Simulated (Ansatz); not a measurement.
Crystal: CuO.

```
Cu O
1.0
     2.87950    0.00000    0.00000
     0.03907    2.87928    0.00000
     0.01750    0.01724    5.17634
Cu O
2 2
Direct
  0.00000 0.50000 0.00000
  0.50000 0.00000 0.50000
  0.99842 0.00167 0.74989
  0.00158 0.99833 0.25011
```

The cell comes from a database or a generator and needn't be the stable form of this composition.

| Item | Value |
| --- | --- |
| Program | Ansatz 0.2.0 |
| Task | single point |
| Functional | PBEsol |
| Potentials or basis | all-electron LAPW, scalar-relativistic |
| Cutoff | 447 eV (chosen from the basis error) |
| Basis error allowed | 0.001 eV/atom |
| k mesh | 9 × 9 × 5 |
| Occupations | fermi-dirac, width 0.05 eV |
| Spin | no spin polarisation |

On this cell: pressure -2.0 GPa; largest force 0.013 eV/Å; band gap on the k mesh none (metal or under the smearing width).

The same run follows on a disturbed copy (atoms moved at random, drawn with an rms of 0.05 Å):

```
Cu O
1.0
     2.87950    0.00000    0.00000
     0.03907    2.87928    0.00000
     0.01750    0.01724    5.17634
Cu O
2 2
Direct
  0.98699 0.50655 0.99987
  0.48639 0.00099 0.50254
  0.99593 0.99062 0.74703
  0.00004 0.99172 0.25001
```

Task: What changes?

Result: The energy (extrapolated to zero smearing) moves by +7.6 meV/atom; pressure -1.7 GPa; largest force 0.645 eV/Å; band gap on the k mesh none (metal or under the smearing width).

Forces on the atoms (eV/Å):
```
Cu   0.132 -0.631 -0.009
Cu   0.507 -0.121 -0.309
O   -0.328  0.392  0.274
O   -0.311  0.360  0.043
```

Stress tensor (GPa, compression positive):
```
-0.27  0.03 -0.12
 0.03 -0.79 -0.21
-0.12 -0.21 -4.11
```

Caveats: the run has no spin polarisation, though such a crystal can be magnetic; semilocal functionals often make such compounds metallic where correlation or magnetic order opens a gap, which also shifts bond lengths.
